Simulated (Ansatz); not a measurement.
# BAs: the cost of one run

Program: Ansatz 0.2.0. Level of theory: DFT PBE, scalar-relativistic, plane waves, PAW. These are calculated values, not measurements.

2 further runs of the same task are left out: 2 that didn't finish.

## 1. Starting point

It takes space group F-43m (No. 216, cubic). The conventional cell has a = 4.777 Å, b = 4.777 Å, c = 4.777 Å, α = 90.00°, β = 90.00°, γ = 90.00°. Around B (site symmetry -43m) lie 4 As at 2.07 Å. As (site symmetry -43m) has 4 B at 2.07 Å as nearest neighbours.

Coordinates:

```
CELL_PARAMETERS angstrom
0.00000 2.38850 2.38850
2.38850 0.00000 2.38850
2.38850 2.38850 0.00000
ATOMIC_POSITIONS crystal
B 0.00000 0.00000 0.00000
As 0.75000 0.75000 0.75000
```

The structure comes from the Crystallography Open Database.

## 2. A first look at the start

input.yaml reads:

```yaml
crystal:
  lattice:
    - [0.0, 2.3885, 2.3885]
    - [2.3885, 0.0, 2.3885]
    - [2.3885, 2.3885, 0.0]
  atoms:
    - { symbol: B, position: [0.0, 0.0, 0.0] }
    - { symbol: As, position: [0.75, 0.75, 0.75] }
basis:
  ecutwfc: 420
kpoints:
  mp_grid: { grid: [6, 6, 6] }
hamiltonian:
  xc: pbe
scf:
  occupations: { method: gaussian, width: 0.1 }
output:
  forces: true
  stress: true
  eigenvalues: true
```

The run is started by

```console
ansatz run input.yaml --threads 1 --pin off --max-ram 2560MiB --backend cpu --events-out ev --progress --plain --runs-dir out
```

**Question.** How long does this run take on 1 thread of AMD EPYC (Zen 3), shared host, and how much memory does it need?

About 1.3 s, with a peak of 0.29 GiB.
